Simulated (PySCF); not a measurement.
## Gas-phase XPS of maleic anhydride, computed

Species: maleic anhydride, C4H2O3.
Z-matrix (Å and degrees, PBE0-D3(BJ)/def2-SVP geometry), rows numbered from 1:
```
O 
C   1  1.1883
C   2  1.4894  1  129.68
C   3  1.3352  2  107.83  1  -179.61
C   4  1.4894  3  107.84  2     0.03
O   5  1.1882  4  129.68  3   179.52
O   2  1.3760  1  122.92  3  -179.86
H   3  1.0888  2  122.29  1     0.30
H   4  1.0888  3  129.87  2   179.91
```

Computed, not measured: delta-SCF UKS SCAN, pcX-2 on the ionised atom, pcseg-1 elsewhere, spin-free X2C in PySCF. Vertical ΔSCF values, vacuum level as zero.

Problem. Give the core binding energies atom by atom.

Solution. 
| atom(s) | environment | level | binding energy (eV) | above the level's lowest (eV) | count |
| --- | --- | --- | --- | --- | --- |
| O7 | anhydride bridging oxygen | O 1s | 540.42 | +1.66 | 1 |
| O1/O6 | anhydride carbonyl oxygen | O 1s | 538.76 | 0.00 | 2 |
| C2/C5 | anhydride carbonyl carbon | C 1s | 295.71 | +3.25 | 2 |
| C3/C4 | alkene CH carbon | C 1s | 292.46 | 0.00 | 2 |

Lowest listed C 1s: C3/C4, bonded to C (double bond), C and H. Highest, 3.25 eV above it: C2/C5, bonded to O (double bond), O and C. Summing the Pauling electronegativity differences to the bonded atoms, each weighted by its formal bond order, gives -0.35 for the lowest site and +2.67 for the highest.

The listed O 1s values span 1.66 eV, from O1/O6 (bonded to C (double bond)) to O7 (bonded to 2 C). Summing the Pauling electronegativity differences to the bonded atoms, each weighted by its formal bond order, gives -1.78 for the lowest site and -1.78 for the highest; the sum is the same at every site.

Problem. Express the binding energy of O 1s of O1/O6 in atomic units and per mole.

Solution. 538.76 eV = 19.7991 Eh = 51982 kJ/mol.

Problem. Which effective nuclear charge Zeff reproduces each element's mean 1s value in the hydrogen-like formula E = 13.606 eV × Zeff²?

Solution. C (Z = 6): mean 294.1 eV, Zeff = 4.65, Z − Zeff = 1.35; O (Z = 8): mean 539.3 eV, Zeff = 6.30, Z − Zeff = 1.70. Means run over the listed sites, weighted by atom count.

The first atom of each set that the bonding makes equivalent was ionised and stands for the set. Isolated species at its PBE0-D3(BJ)/def2-SVP geometry, gas phase.
